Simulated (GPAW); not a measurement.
Runs of GPAW 26.7.0 on ZrS2. The structure is trigonal, space group P-3m1 (No. 164). The conventional cell has a = 3.691 Å, b = 3.691 Å, c = 6.041 Å, α = 90.00°, β = 90.00°, γ = 120.00°. Zr (site symmetry -3m) has 6 S at 2.57 Å as nearest neighbours. S (site symmetry 3m) is surrounded by 3 Zr at 2.57 Å. The cell is a database's computed one.

```tsv
task	level	potentials or basis	spin	cell	k mesh	band path	band points	spin axis theta (degrees)	spin axis phi (degrees)	soc after scf	gap on the mesh (eV)	pressure (GPa)	largest force (eV/Å)
band structure	PBEsol	PAW data sets generated in the run's folder for this functional, pw	SOC, no magnetisation	as given	6 × 6 × 4	GMKGALHA,LM,KH	80	0	0	second variation	0.98	-2.7	(a)
relaxation of cell and atoms	BLYP+D3(BJ)	PAW data sets generated in the run's folder for this functional, pw	off	relaxed to 5 GPa	8 × 8 × 5	-	-	-	-	-	0.25	4.9	0.01
relaxation of cell and atoms	RPBE	the program's PAW data sets (release 1.2.1) made for this functional, pw	off	relaxed to 2 GPa	8 × 8 × 5	-	-	-	-	-	1.12	2.0	0.01
relaxation of cell and atoms	BLYP+D4	PAW data sets generated in the run's folder for this functional, pw	off	relaxed to 20 GPa	8 × 8 × 5	-	-	-	-	-	none	20.0	-
band structure	revPBE	the program's PAW data sets (release 1.2.1) made for this functional, pw	off	as given	8 × 8 × 5	GMKGALHA,LM,KH	80	-	-	-	(b)	1.8	(c)
band structure	RPBE	the program's PAW data sets (release 1.2.1) made for this functional, pw	off	as given	8 × 8 × 5	GMKGALHA,LM,KH	80	-	-	-	1.11	2.4	0.11
```

Alike in all rows: cutoff (eV) 600; smearing fermi-dirac 0.05 eV.

**Question.** Estimate the missing entries.

**Answer.** (a) 0.18; (b) 1.09; (c) 0.08.

Caveats: this functional lacks dispersion, which binds the layers, so the pressure and a relaxed spacing across them are unreliable (some runs); later steps reuse the first step's grids (some runs); an odd mesh through Γ misses points on the zone boundary, where band edges often lie (some runs); spin-orbit coupling was added after a scalar SCF, so levels and gaps hold it while energy, forces, pressure and moments don't (some runs); this program's spin-orbit splittings come out too wide for heavy elements (some runs).

A k mesh can miss the band edges, and rows without SOC leave out spin-orbit coupling on Zr.

A gap of «none» marks a metal or a gap under the smearing width.

Runs at the PBE level aren't shown here.
